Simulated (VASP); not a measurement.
Wanted: the native input for a VASP 6.6.1 run.

| Item | Value |
| --- | --- |
| Task | relaxation of cell and atoms |
| Functional | r2SCAN |
| Potentials or basis | VASP PAW PBE potentials, release 64 (Sc_sv, Al) |
| Cutoff | 600 eV |
| k mesh | 6 × 6 × 6 |
| Occupations | methfessel-paxton, width 0.1 eV |
| Spin | no spin polarisation |
| Further INCAR settings | ALGO = Normal; EDIFF = 1e-07; IBRION = 2; EDIFFG = -0.005; NSW = 40; ISIF = 3 |

The structure of ScAl2 lies in POSCAR:

```
ScAl2
1.0
    0.0000000000      3.7776526849      3.7776526849
    3.7776526849      0.0000000000      3.7776526849
    3.7776526849      3.7776526849      0.0000000000
Sc Al
2 4
Direct
    0.2500000000      0.2500000000      0.2500000000
    0.0000000000      0.0000000000      0.0000000000
    0.6250000000      0.6250000000      0.1250000000
    0.6250000000      0.1250000000      0.6250000000
    0.1250000000      0.6250000000      0.6250000000
    0.6250000000      0.6250000000      0.6250000000
```

The cell comes from a database or a generator and needn't be the stable form of this composition.

These files were run (other wordings do the same):

INCAR

```
SYSTEM = ScAl2
ALGO = Normal ; EDIFF = 1E-7
EDIFFG = -0.005 ; ENCUT = 600
IBRION = 2 ; ISIF = 3
ISMEAR = 1 ; LASPH = .True.
LCHARG = .False. ; LMIXTAU = .True.
LREAL = .False. ; LWAVE = .False.
METAGGA = R2SCAN ; NELM = 60
NSW = 40 ; PREC = Accurate
SIGMA = 0.1
```

KPOINTS

```
k-points
0
Gamma
  6 6 6
  0 0 0
```

Potentials or basis: VASP PAW PBE potentials, release 64 (Sc_sv, Al).

Run with:

```bash
$ cat potpaw_PBE.64/Sc_sv/POTCAR potpaw_PBE.64/Al/POTCAR > POTCAR
$ mpirun -np 1 vasp_std > vasp.out
```

Results of the run:

```yaml
Relaxed_volume: 17.99 Å³/atom
Relaxed_cell: a = 5.344 Å, b = 5.344 Å, c = 5.344 Å, α = 60.00°, β = 60.00°, γ = 60.00°
Space_group_after_relaxing_to_0.05_Å: Fd-3m (No. 227)
Energy_gained_by_relaxing: 0.0 meV/atom
Ionic_steps: 2
Pressure_after_relaxing: 0.0 GPa
Band_gap_on_the_k_mesh: none (metal or under the smearing width)
```

Caveat: the PAW data sets were made with another functional, which shifts forces and pressure a little.

Run time: 6.1 min on 1 thread of AMD EPYC 9R45 96-Core Processor (Zen 5), with other jobs on the host, peak memory 0.35 GiB.
